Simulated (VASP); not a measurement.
# SnSe2 (P-3m1) in VASP: further runs

The runs below take SnSe2 through single point, with LDA.

Everything below comes from runs of VASP 6.6.1. Logs are shortened: lines on timing, memory, paths and dates and some standing lists are left out, and cuts for length are marked.

## Step 1: The crystal as given

It takes space group P-3m1 (No. 164, trigonal). Conventional cell: a = 3.811 Å, b = 3.811 Å, c = 6.136 Å, α = 90.00°, β = 90.00°, γ = 120.00°. Sn (site symmetry -3m) has 6 Se at 2.68 Å as nearest neighbours. Se (site symmetry 3m) has 3 Sn at 2.68 Å as nearest neighbours.

## Step 2: Single point, LDA

INCAR reads:

```
SYSTEM = SnSe2
PREC     = Accurate       ! precision mode
ENCUT    = 450            ! plane-wave cutoff, eV
EDIFF    = 1E-7           ! SCF threshold, eV
ISMEAR   = 0              ! smearing method
SIGMA    = 0.05           ! smearing width, eV
LREAL    = .False.        ! projectors in reciprocal space
LASPH    = .True.         ! aspherical terms in the spheres
NELM     = 100            ! most SCF steps
ALGO     = Normal         ! electronic algorithm
ISIF     = 2              ! what is computed and relaxed
LWAVE    = .False.        ! write WAVECAR
LCHARG   = .False.        ! write CHGCAR
NBANDS   = 20             ! bands
ADDGRID  = .True.
```

KPOINTS reads:

```
regular mesh
0
Gamma
  5 5 3
  0 0 0
```

POSCAR reads:

```
SnSe2
1.0
    3.8110000000      0.0000000000      0.0000000000
   -1.9055000000      3.3004228138      0.0000000000
    0.0000000000      0.0000000000      6.1360000000
Sn Se
1 2
Direct
    0.0255860000      0.0074750000      0.0043360000
    0.6613810000      0.3516810000      0.7467700000
    0.3595740000      0.6870860000      0.2661230000
```

Potentials or basis: VASP PAW LDA potentials, release 64 (Sn_d, Se).

Started as:

```
$ cat potpaw_LDA.64/Sn_d/POTCAR potpaw_LDA.64/Se/POTCAR > POTCAR
$ mpirun -np 1 vasp_std > vasp.out
```

OUTCAR:

```text
SYSTEM = SnSe2
   PREC = Accurate
   ENCUT = 450
   EDIFF = 1E-7
   ISMEAR = 0
   LREAL = .False.
   LASPH = .True.
   NELM = 100
   ISIF = 2

 Found     38 irreducible k-points:

 Following reciprocal coordinates:
            Coordinates               Weight
  0.000000  0.000000  0.000000      1.000000
  0.200000 -0.000000  0.000000      2.000000
  0.000000  0.200000  0.000000      2.000000
 -0.200000  0.200000  0.000000      2.000000
  0.400000 -0.000000  0.000000      2.000000
  0.000000  0.400000  0.000000      2.000000
   k-points           NKPTS =     38   k-points in BZ     NKDIM =     38   number of bands    NBANDS=     20
   number of dos      NEDOS =    301   number of ions     NIONS =      3
   total plane-waves  NPLWV =  32928
   dimension x,y,z NGX =    28 NGY =   28 NGZ =   42
   dimension x,y,z NGXF=    56 NGYF=   56 NGZF=   84
   ions per type =               1   2
   NGX,Y,Z   is equivalent  to a cutoff of  12.21, 12.21, 11.38 a.u.
   NGXF,Y,Z  is equivalent  to a cutoff of  24.43, 24.43, 22.76 a.u.
 SYSTEM =  SnSe2
   PREC   = accura    normal or accurate (medium, high low for compatibility)
   ISTART =      0    job   : 0-new  1-cont  2-samecut
   ICHARG =      2    charge: 1-file 2-atom 10-const
   ISPIN  =      1    spin polarized calculation?
   LNONCOLLINEAR =      F non collinear calculations
   LSORBIT =      F    spin-orbit coupling
   LASPH  =      T    aspherical Exc in radial PAW
   ENCUT  =  450.0 eV  33.07 Ry    5.75 a.u.   6.59  6.59 10.61*2*pi/ulx,y,z
   NELM   =    100;   NELMIN=  2; NELMDL= -5     # of ELM steps
   EDIFF  = 0.1E-06   stopping-criterion for ELM
   LREAL  =      F    real-space projection
   EDIFFG = 0.1E-05   stopping-criterion for IOM
   NSW    =      0    number of steps for IOM
   IBRION =     -1    ionic relax: 0-MD 1-quasi-New 2-CG
   NFREE  =      0    steps in history (QN), initial steepest desc. (CG)
   ISIF   =      2    stress and relaxation
   ISYM   =      2    0-nonsym 1-usesym 2-fastsym
   POTIM  = 0.5000    time-step for ionic-motion
   TEBEG  =    0.0;   TEEND  =   0.0 temperature during run
   PSTRESS=    0.0 pullay stress
   NELECT =      26.0000    total number of electrons
   NUPDOWN=      -1.0000    fix difference up-down
   EMIN   =  10.00;   EMAX   =-10.00  energy-range for DOS
   EFERMI =   0.00;   METHOD = LEGACY
   ISMEAR =     0;   SIGMA  =   0.05  broadening in eV -4-tet -1-fermi 0-gaus
   EFERMI_NEDOS =   21; number of points for ismear=-14 and -15
   IALGO  =     38    algorithm
   IMIX   =      4    mixing-type and parameters
     AMIX     =   0.40;   BMIX     =  1.00
     AMIX_MAG =   1.60;   BMIX_MAG =  1.00
  volume/ion in A,a.u.               =      25.73       173.61
  Fermi-wavevector in a.u.,A,eV,Ry     =   1.139116  2.152617 17.654722  1.297585
  Thomas-Fermi vector in A             =   2.275820
   LORBIT       =      0    0 simple, 1 ext, 2 COOP (PROOUT), +10 PAW based schemes
   GGA     = CA    functional components
   LHFCALC =     F    Hartree Fock is set to
   AEXX    =    0.0000 exact exchange contribution
   IVDW    =     0    specifies the selected vdW correction
   LEPSILON=     F    determine dielectric tensor
   LRPA    =     F    only Hartree local field effects (RPA)
 non-spin polarized calculation
 Gauss-broadening in eV      SIGMA  =   0.05
  energy-cutoff  :      450.00
  volume of cell :       77.18
 maximum number of plane-waves:      1701
 NGX is ok and might be reduce to    28
   NGX = 13   NGY = 13   NGZ = 21

 number of electron      26.0000000 magnetization

 Free energy of the ion-electron system (eV)
  ---------------------------------------------------
  ext. energy  EPLUGINS =         0.00000000
  ---------------------------------------------------
  free energy    TOTEN  =       -13.70104135 eV

  energy without entropy =      -13.70104135  energy(sigma->0) =      -13.70104135

 E-fermi :   4.3642     XC(G=0):  -9.8230

 val. band max:        4.1590767394   @ k =   0.2000  -0.0000   0.0000
 cond. band min:       4.5685473845   @ k =   0.4000  -0.4000   0.3333
 fundamental gap:      0.4094706451
 Fermi energy:         4.3641558575

 k-point     1 :       0.0000    0.0000    0.0000
  band No.  band energies     occupation
      1     -17.0603      2.00000
      2     -17.0563      2.00000
      3     -17.0168      2.00000
      4     -17.0058      2.00000
      5     -17.0046      2.00000
      6      -9.7493      2.00000
      7      -8.0656      2.00000
      8      -2.2619      2.00000
      9       3.3403      2.00000
     10       3.7025      2.00000
     11       3.8396      2.00000
     12       3.9132      2.00000
     13       4.0648      2.00000
     14       4.9212      0.00000
     15       7.0983      0.00000
     16       8.5233      0.00000
     17       8.9181      0.00000
     18      12.1299      0.00000
     19      13.0712      0.00000
     20      13.2536      0.00000

 k-point     2 :       0.2000   -0.0000    0.0000
  band No.  band energies     occupation
      1     -17.0779      2.00000
      2     -17.0436      2.00000
      3     -17.0170      2.00000
      4     -17.0035      2.00000
      5     -17.0012      2.00000
      6      -9.3656      2.00000
      7      -7.8226      2.00000
      8      -2.2209      2.00000
      9       0.9872      2.00000
     10       2.2064      2.00000
     11       2.6579      2.00000
     12       4.0633      2.00000
     13       4.1591      2.00000
     14       6.2551      0.00000
     15       7.7288      0.00000
     16       9.0806      0.00000
     17       9.1950      0.00000
     18      10.8224      0.00000
     19      12.0403      0.00000
     20      13.4698      0.00000

 k-point     3 :       0.0000    0.2000    0.0000
  band No.  band energies     occupation
      1     -17.0739      2.00000
      2     -17.0473      2.00000
      3     -17.0152      2.00000
      4     -17.0058      2.00000
      5     -17.0008      2.00000
      6      -9.3648      2.00000
      7      -7.8376      2.00000
      8      -2.1930      2.00000
      9       1.0917      2.00000
     10       2.1960      2.00000
     11       2.6200      2.00000
     12       4.0017      2.00000
     13       4.1070      2.00000
     14       6.2197      0.00000
     15       7.7246      0.00000
     16       9.0557      0.00000
     17       9.2519      0.00000
     18      10.9153      0.00000
     19      12.1307      0.00000
     20      13.4697      0.00000

 k-point     4 :      -0.2000    0.2000    0.0000
  band No.  band energies     occupation
      1     -17.0736      2.00000
      2     -17.0467      2.00000
      3     -17.0147      2.00000
      4     -17.0066      2.00000
      5     -17.0011      2.00000
      6      -9.3669      2.00000
      7      -7.8484      2.00000
      8      -2.1664      2.00000
      9       1.1992      2.00000
     10       2.2302      2.00000
     11       2.5112      2.00000
     12       3.9621      2.00000
     13       4.0699      2.00000
     14       6.1838      0.00000
     15       7.7356      0.00000
     16       9.0259      0.00000
     17       9.2877      0.00000
     18      10.9759      0.00000
     19      12.1946      0.00000
     20      13.4933      0.00000

 k-point     5 :       0.4000   -0.0000    0.0000
  band No.  band energies     occupation
      1     -17.1097      2.00000
      2     -17.0343      2.00000
      3     -17.0288      2.00000
      4     -16.9880      2.00000
      5     -16.9811      2.00000
      6      -8.4487      2.00000
      7      -7.5059      2.00000
      8      -2.9651      2.00000
      9      -0.0987      2.00000
     10       0.9185      2.00000
     11       1.8068      2.00000
     12       3.1755      2.00000
     13       3.9607      2.00000
     14       5.3247      0.00000
     15       7.7646      0.00000
     16       9.0943      0.00000
     17       9.4218      0.00000
     18      10.8788      0.00000
     19      13.5745      0.00000
     20      14.5195      0.00000

 k-point     6 :       0.0000    0.4000    0.0000
  band No.  band energies     occupation
      1     -17.1046      2.00000
      2     -17.0379      2.00000
      3     -17.0270      2.00000
      4     -16.9904      2.00000
      5     -16.9815      2.00000
      6      -8.4319      2.00000
      7      -7.5798      2.00000
      8      -2.8180      2.00000
      9      -0.0979      2.00000
     10       0.9869      2.00000
     11       1.7803      2.00000
     12       3.0006      2.00000
     13       3.9060      2.00000
     14       5.3700      0.00000
     15       7.7209      0.00000
     16       9.2032      0.00000
     17       9.5407      0.00000
     18      10.6753      0.00000
     19      13.5925      0.00000
     20      14.4294      0.00000

 [... further k-points ...]

------------------------ aborting loop because EDIFF is reached ----------------------------------------

  FORCE on cell =-STRESS in cart. coord.  units (eV):
  Direction    XX          YY          ZZ          XY          YZ          ZX
  --------------------------------------------------------------------------------------
  -------------------------------------------------------------------------------------
  Total       -0.3694403     -0.4001146     -0.7386082      0.0754557     -0.1032781     -0.5019839
  in kB       -7.6693925     -8.3061758    -15.3331297      1.5664226     -2.1440001    -10.4209293
  external PRESSURE =     -10.4362326 kB  Pullay stress =       0.0000000 kB

 VOLUME and BASIS-vectors are now :
 -----------------------------------------------------------------------------
  energy-cutoff  :      450.00
  volume of cell :       77.18
      direct lattice vectors                 reciprocal lattice vectors
     3.811000000  0.000000000  0.000000000     0.262398321  0.151495741  0.000000000
    -1.905500000  3.300422814  0.000000000     0.000000000  0.302991482  0.000000000
     0.000000000  0.000000000  6.136000000     0.000000000  0.000000000  0.162972621

 POSITION                                       TOTAL-FORCE (eV/Angst)
 -----------------------------------------------------------------------------------
      0.08326      0.02467      0.02661        -0.374544      0.111572      0.273707
      1.85039      1.16070      4.58218         0.388804     -0.023490      0.004037
      0.06109      2.26767      1.63293        -0.014260     -0.088083     -0.277745
 -----------------------------------------------------------------------------------
    total drift:                               -0.000046      0.000005     -0.000095

  FREE ENERGIE OF THE ION-ELECTRON SYSTEM (eV)
  ---------------------------------------------------
  free  energy   TOTEN  =       -13.7010413525 eV

  energy  without entropy=      -13.7010413524  energy(sigma->0) =      -13.70104135
```

Wall time 27 s (1 thread of Intel Xeon 6975P-C (Granite Rapids), shared host); peak memory 0.25 GiB.

The run converged, but some of its settings lie outside the range that counts as converged, so its numbers aren't taken as properties of the crystal.

Results:

| Property | Result |
| --- | --- |
| Free energy | -13.7010 eV |
| Pressure | -1.0 GPa |
| Largest force | 0.477 eV/Å |
| Band gap on the k mesh | 0.41 eV, indirect (least direct gap 0.86 eV) |

Caveat: spin-orbit coupling is left out, which moves the levels of the heavy elements; an odd mesh through Γ misses points on the zone boundary, where band edges often lie.

## Step 3: Single point, LDA

INCAR, as its differences from that of step 2:

```diff
@@ -7,3 +7,3 @@
 LREAL    = .False.        ! projectors in reciprocal space
-LASPH    = .True.         ! aspherical terms in the spheres
+LASPH    = .False.        ! aspherical terms in the spheres
 NELM     = 100            ! most SCF steps
@@ -14,2 +14,2 @@
 NBANDS   = 20             ! bands
-ADDGRID  = .True.
+ADDGRID  = .False.
```

KPOINTS is that of step 2.

POSCAR reads:

```
SnSe2
1.0
    3.8110000000      0.0000000000      0.0000000000
   -1.9055000000      3.3004228138      0.0000000000
    0.0000000000      0.0000000000      6.1360000000
Sn Se
1 2
Direct
    0.0000000000      0.0000000000      0.0000000000
    0.6666666667      0.3333333333      0.7510000000
    0.3333333333      0.6666666667      0.2490000000
```

Potentials or basis: VASP PAW LDA potentials, release 64 (Sn_d, Se).

Started as:

```
$ cat potpaw_LDA.64/Sn_d/POTCAR potpaw_LDA.64/Se/POTCAR > POTCAR
$ mpirun -np 1 vasp_std > vasp.out
```

It took 7.3 s on 1 thread of Intel Xeon 6975P-C (Granite Rapids), shared host; peak memory 0.15 GiB.

The run converged, but some of its settings lie outside the range that counts as converged, so its numbers aren't taken as properties of the crystal.

What came out:

- Free energy: -13.7160 eV
- Pressure: 1.1 GPa
- Largest force: 0.457 eV/Å
- Band gap on the k mesh: 0.66 eV, indirect (least direct gap 0.89 eV)

Caveat: spin-orbit coupling is left out, which moves the levels of the heavy elements; an odd mesh through Γ misses points on the zone boundary, where band edges often lie.
